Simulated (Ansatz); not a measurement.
# Rb: a listed cell, distorted in several ways

A set of self-consistent runs on Rb under moves of single atoms, further strains and shifts, swapped elements, distortions that keep the symmetry, to map its energy surface near the listed cell.

Method: DFT PBE, scalar-relativistic, plane waves, PAW, in Ansatz 0.2.0.

2 further runs of the same task are left out: 2 that didn't finish.

### Step 1. The system as given

Symmetry: Fddd, No. 70, orthorhombic system. The conventional cell has a = 4.902 Å, b = 17.709 Å, c = 17.726 Å, α = 90.00°, β = 90.00°, γ = 90.00°.

Coordinates:

```cif
data_structure
_symmetry_space_group_name_H-M 'Fddd:1'
_symmetry_Int_Tables_number 70
_cell_length_a 4.9023
_cell_length_b 17.7088
_cell_length_c 17.7260
_cell_angle_alpha 90.000
_cell_angle_beta 90.000
_cell_angle_gamma 90.000
_cell_volume 1538.87
loop_
_atom_site_label
_atom_site_type_symbol
_atom_site_symmetry_multiplicity
_atom_site_Wyckoff_symbol
_atom_site_fract_x
_atom_site_fract_y
_atom_site_fract_z
_atom_site_occupancy
Rb1 Rb 16 f 0.50000 0.62998 0.00000 1
```

The structure comes from the Materials Project (structure only).

### Step 2. The listed cell as it stands

Contents of input.yaml:

```yaml
crystal:
  lattice:
    - [0.0, 8.854389805, 8.863006515]
    - [2.45116133, 0.0, 8.863006515]
    - [2.45116133, 8.854389805, 0.0]
  atoms:
    - { symbol: Rb, position: [0.12998075, 0.87001925, 0.12998075] }
    - { symbol: Rb, position: [0.12001925, 0.37998075, 0.12001925] }
    - { symbol: Rb, position: [0.87001925, 0.12998075, 0.87001925] }
    - { symbol: Rb, position: [0.37998075, 0.12001925, 0.37998075] }
basis:
  ecutwfc: 420
kpoints:
  mp_grid: { grid: [10, 10, 10] }
hamiltonian:
  xc: pbe
scf:
  occupations: { method: gaussian, width: 0.1 }
output:
  forces: true
  stress: true
  eigenvalues: true
  populations: true
```

### Step 3. A distortion that keeps the symmetry

Contents of input.yaml:

```yaml
crystal:
  lattice:
    - [0.0, 8.9787054379, 8.9670582115]
    - [2.6298264793, 0.0, 8.9670582115]
    - [2.6298264793, 8.9787054379, 0.0]
  atoms:
    - { symbol: Rb, position: [0.1356276665, 0.8643723335, 0.1356276665] }
    - { symbol: Rb, position: [0.1143723335, 0.3856276665, 0.1143723335] }
    - { symbol: Rb, position: [0.8643723335, 0.1356276665, 0.8643723335] }
    - { symbol: Rb, position: [0.3856276665, 0.1143723335, 0.3856276665] }
basis:
  ecutwfc: 420
kpoints:
  mp_grid: { grid: [10, 10, 10] }
hamiltonian:
  xc: pbe
scf:
  occupations: { method: gaussian, width: 0.1 }
output:
  forces: true
  stress: true
  eigenvalues: true
```

### Step 4. A change within a subgroup

Contents of input.yaml:

```yaml
crystal:
  lattice:
    - [0.0, 8.9042400196, 9.2339233377]
    - [2.3622822202, 0.0, 9.2339233377]
    - [2.3622822202, 8.9042400196, 0.0]
  atoms:
    - { symbol: Rb, position: [0.1408037249, 0.8591962751, 0.1408037249] }
    - { symbol: Rb, position: [0.1251532261, 0.3748467739, 0.1251532261] }
    - { symbol: Rb, position: [0.8591962751, 0.1408037249, 0.8591962751] }
    - { symbol: Rb, position: [0.3748467739, 0.1251532261, 0.3748467739] }
basis:
  ecutwfc: 420
kpoints:
  mp_grid: { grid: [10, 10, 10] }
hamiltonian:
  xc: pbe
scf:
  occupations: { method: gaussian, width: 0.1 }
output:
  forces: true
  stress: true
  eigenvalues: true
```

### Step 5. Substitution of an element, cell strained: Rb → Li, first probe

Contents of input.yaml:

```yaml
crystal:
  lattice:
    - [0.0, 6.4149899588, 6.4212327501]
    - [1.7758621052, 0.0, 6.4212327501]
    - [1.7758621052, 6.4149899588, 0.0]
  atoms:
    - { symbol: Li, position: [0.12998075, 0.87001925, 0.12998075] }
    - { symbol: Li, position: [0.12001925, 0.37998075, 0.12001925] }
    - { symbol: Li, position: [0.87001925, 0.12998075, 0.87001925] }
    - { symbol: Li, position: [0.37998075, 0.12001925, 0.37998075] }
basis:
  ecutwfc: 420
kpoints:
  mp_grid: { grid: [6, 6, 6] }
hamiltonian:
  xc: pbe
scf:
  occupations: { method: gaussian, width: 0.1 }
output:
  forces: true
  stress: true
  eigenvalues: true
```

### Step 6. One element swapped, cell strained: Rb → Li

input.yaml: that of step 5 with these lines changed.

```diff
@@ -13,3 +13,3 @@
 kpoints:
-  mp_grid: { grid: [6, 6, 6] }
+  mp_grid: { grid: [12, 12, 12] }
 hamiltonian:
```

### Step 7. One atom moved

Contents of input.yaml:

```yaml
crystal:
  lattice:
    - [0.0, 8.854389805, 8.863006515]
    - [2.45116133, 0.0, 8.863006515]
    - [2.45116133, 8.854389805, 0.0]
  atoms:
    - { symbol: Rb, position: [0.12998075, 0.87001925, 0.12998075] }
    - { symbol: Rb, position: [0.12001925, 0.37998075, 0.12001925] }
    - { symbol: Rb, position: [0.87001925, 0.12998075, 0.87001925] }
    - { symbol: Rb, position: [0.3850629749, 0.1149370251, 0.3850629749] }
basis:
  ecutwfc: 420
kpoints:
  mp_grid: { grid: [8, 8, 8] }
hamiltonian:
  xc: pbe
scf:
  occupations: { method: gaussian, width: 0.1 }
output:
  forces: true
  stress: true
  eigenvalues: true
  populations: true
```

### Step 8. A distortion of lower symmetry

Contents of input.yaml:

```yaml
crystal:
  lattice:
    - [-0.1770877961, 9.3101252483, 9.2068911678]
    - [2.5953386394, -0.0490232266, 9.2068911678]
    - [2.4182508433, 9.2611020217, 0.0]
  atoms:
    - { symbol: Rb, position: [0.0963697157, 0.9056151865, 0.1562498257] }
    - { symbol: Rb, position: [0.115212789, 0.3828023089, 0.1101601075] }
    - { symbol: Rb, position: [0.9056151865, 0.0963697157, 0.8417652722] }
    - { symbol: Rb, position: [0.3828023089, 0.115212789, 0.3918247947] }
basis:
  ecutwfc: 420
kpoints:
  mp_grid: { grid: [8, 8, 8] }
hamiltonian:
  xc: pbe
scf:
  occupations: { method: gaussian, width: 0.1 }
output:
  forces: true
  stress: true
  eigenvalues: true
```

Q: Predict the outcome of this session. Wanted: for each run, case; energy; pressure; largest force.

**Answer**, as computed:

```
step                                         case  energy (meV/atom)  pressure (GPa)  largest force (eV/Å)  gap on the mesh (eV)
                                      listed cell                  0             0.0                  0.01                  0.00
   3         a distortion that keeps the symmetry               +9.6            -0.2                  0.03                  0.00
   4                   a change within a subgroup              +10.9             0.0                  0.15                  0.00
   6  one element swapped, cell strained: Rb → Li                n/a            -2.8                  0.04                  0.00
   7                               one atom moved              +0.1*             0.0                  0.03                  0.00
   8               a distortion of lower symmetry             +18.6*            -0.3                  0.05                  0.00
```

Energies are counted from the listed cell, with the smearing taken to zero; a star marks another k mesh, which can shift energies by itself, so starred rows don't rank against the others. Other atoms or functionals have another zero of energy (n/a). A gap of 0.00 means none on the mesh at this level.

At the listed geometry the pressure is 0.0 GPa and the largest force 0.01 eV/Å: close to this functional's equilibrium. The lowest comparable point ties with the listed cell within 3 meV/atom. The costliest is step 8, at 19 meV/atom. Among the distorted cells of the listed formula and level the largest force, 0.15 eV/Å, comes in step 4, shared by 2 atoms. The distorted cells of the listed formula and level show no gap on the mesh.
